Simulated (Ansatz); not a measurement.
Runs of Ansatz 0.2.0 on InPd. It takes space group Pm-3m (No. 221, cubic). The conventional cell has a = 3.272 Å, b = 3.272 Å, c = 3.272 Å, α = 90.00°, β = 90.00°, γ = 90.00°. Around In (site symmetry m-3m) lie 8 Pd at 2.83 Å. Around Pd (site symmetry m-3m) lie 8 In at 2.83 Å. The cell comes from a database or a generator and needn't be the stable form of this composition.

```tsv
task	level	spin	cell	k mesh	cutoff (eV)	points for each segment of the path	gap on the mesh (eV)	pressure (GPa)	relaxed volume (Å³/atom)
band structure	LDA	SOC, no magnetisation	as given	6 × 6 × 6	420	14	none	-6.9	-
relaxation of cell and atoms	BLYP+D3(BJ)	off	relaxed	8 × 8 × 8	420	-	none	0.0	(b)
band structure	r2SCAN	SOC, no magnetisation	as given	6 × 6 × 6	500	14	none	-0.5	-
relaxation of cell and atoms	PBEsol	off	relaxed	8 × 8 × 8	420	-	none	0.0	(d)
relaxation of cell and atoms	LDA	off	relaxed	8 × 8 × 8	420	-	none	0.0	16.60
relaxation of cell and atoms	RPBE+D4	off	relaxed	8 × 8 × 8	420	-	none	0.0	17.46
relaxation of cell and atoms	revPBE+D3(BJ)	off	relaxed	8 × 8 × 8	420	-	none	0.0	(a)
band structure	LDA	off	as given	8 × 8 × 8	420	14	none	(c)	-
band structure	PBEsol	off	as given	8 × 8 × 8	420	14	none	-3.0	-
relaxation of cell and atoms	PBEsol+D4	off	relaxed	8 × 8 × 8	420	-	none	0.0	16.81
relaxation of cell and atoms	RPBE+D3(BJ)	off	relaxed	8 × 8 × 8	420	-	none	0.0	14.82
relaxation of cell and atoms	revPBE+D4	off	relaxed	8 × 8 × 8	420	-	none	0.0	17.45
```

Alike in all rows: potentials or basis Ansatz PAW; smearing fermi-dirac 0.05 eV.

**Question.** Fill in the values left out.

**Answer.** (a) 17.03; (b) 17.41; (c) -7.1; (d) 17.11.

Caveats: the PAW data sets come from PBE, with cores solved anew for the run's functional, which leaves a small shift of forces and pressure; the plane-wave basis is chosen anew once the cell has moved, so the energies of steps on either side of that aren't comparable (some runs); pairwise dispersion overbinds metals, which lowers pressure and volume (some runs); spin-orbit coupling is left out, which moves the levels of the heavy elements (some runs); the volume moved by over 15 % at a fixed basis, so the end points are rough (some runs).

A k mesh can miss the band edges, and rows without SOC leave out spin-orbit coupling on In, Pd.

A gap of «none» marks a metal or a gap under the smearing width.

Runs at the PBE level aren't shown here.
